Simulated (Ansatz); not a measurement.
SiNi3: vacancies and the chemical potential

All numbers below come from DFT PBEsol, scalar-relativistic, plane waves, PAW (Ansatz 0.2.0).

Settings: cutoff 420 eV, Γ-centred mesh 7×7×7 on the computed 15-atom cell, Gaussian smearing of 0.10 eV; no spin polarisation.

The ordered crystal (Pm-3m, 10.37 Å³/atom, no gap on the mesh), relaxed at this level:

```cif
data_structure
_symmetry_space_group_name_H-M 'Pm-3m'
_symmetry_Int_Tables_number 221
_cell_length_a 3.4612
_cell_length_b 3.4612
_cell_length_c 3.4612
_cell_angle_alpha 90.000
_cell_angle_beta 90.000
_cell_angle_gamma 90.000
_cell_volume 41.46
loop_
_atom_site_label
_atom_site_type_symbol
_atom_site_symmetry_multiplicity
_atom_site_Wyckoff_symbol
_atom_site_fract_x
_atom_site_fract_y
_atom_site_fract_z
_atom_site_occupancy
Si1 Si 1 a 0.00000 0.00000 0.00000 1
Ni1 Ni 3 c 0.00000 0.50000 0.50000 1
```

The crystal stands on its own mesh of 12×12×12. The changed cells were relaxed on coarser meshes and computed once more on meshes like the one named, which can leave forces up to 0.25 eV/Å.

The crystal forms from the elements' standard states with -0.530 eV/atom, or -0.71 eV per Ni. From a supercell of 16 atoms neutral Ni atoms were removed at random and the cells relaxed:

```csv
Ni removed,"energy a vacancy, Ni-rich (eV)",volume / perfect,gap on mesh (eV)
1,1.66,0.978,0.00
2,1.19,0.935,0.00
```

Question: Over what range can the formation energy of the neutral Ni vacancy move?

Answer: With k vacancies in the cell, E_v = [E(defect cell) − E(perfect cell)]/k + μ(Ni). With μ counted from the standard state, the compound is stable against the two elements for -0.71 eV ≤ Δμ ≤ 0, so for the most dilute cell E_v runs from 1.66 eV (Ni-rich) to 1.66 − 0.71 = 0.95 eV (Si-rich). At 1000 K the site fraction 1/[1 + exp(E_v/k_BT)] spans 4e-9 to 2e-5. Other phases of the two elements can narrow the range. Vacancies of Si, antisites and interstitials weren't computed and can be far cheaper. Even the most dilute cell lacks 8.3 % of its Ni, far from an isolated defect.

With 2 vacancies the cost is 1.19 eV each against 1.66 eV: in these draws vacancies lower each other's cost, a drive to cluster or to part into a phase poorer in Ni.

Cost: 5 runs of about 27 core-minutes in all (earlier runs that led there not counted), on Intel Xeon Platinum 8375C (Ice Lake) (shared hosts).